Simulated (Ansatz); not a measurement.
Runs of Ansatz 0.2.0 on CoO. Symmetry: R-3m, No. 166, trigonal system. Conventional cell: a = 3.011 Å, b = 3.011 Å, c = 7.320 Å, α = 90.00°, β = 90.00°, γ = 120.00°. Co (site symmetry -3m) is surrounded by 6 O at 2.12 Å. Around O (site symmetry -3m) lie 6 Co at 2.12 Å. The cell is a database's computed one.

```tsv
U	gap on the mesh (eV)	pressure (GPa)	moment (μB)
Co d U = 1 eV	1.06	2.1	3.00
Co d U = 5 eV	2.25	7.5	3.00
Co d U = 3 eV	2.02	5.0	3.00
Co d U = 4 eV	(b)	6.3	3.00
Co d U = 2 eV	1.66	(a)	3.00
```

Alike in all rows: task projected density of states; level r2SCAN+U; potentials or basis Ansatz PAW; spin collinear, ferromagnetic start; cell as given; k mesh 11 × 11 × 11; cutoff (eV) 500; smearing fermi-dirac 0.05 eV.

**Question.** Estimate the missing entries.

**Answer.** (a) 3.6; (b) 2.15.

Caveats: the magnetic or orbital state may not be the lowest; odd divisions of the mesh miss points on the zone boundary, where band edges often lie, so the gap on the mesh can be too wide; a cell with one magnetic atom can't hold antiferromagnetic order, which such compounds often take; the PAW data sets come from PBE, with cores solved anew for the run's functional, which leaves a small shift of forces and pressure.

A k mesh can miss the band edges.
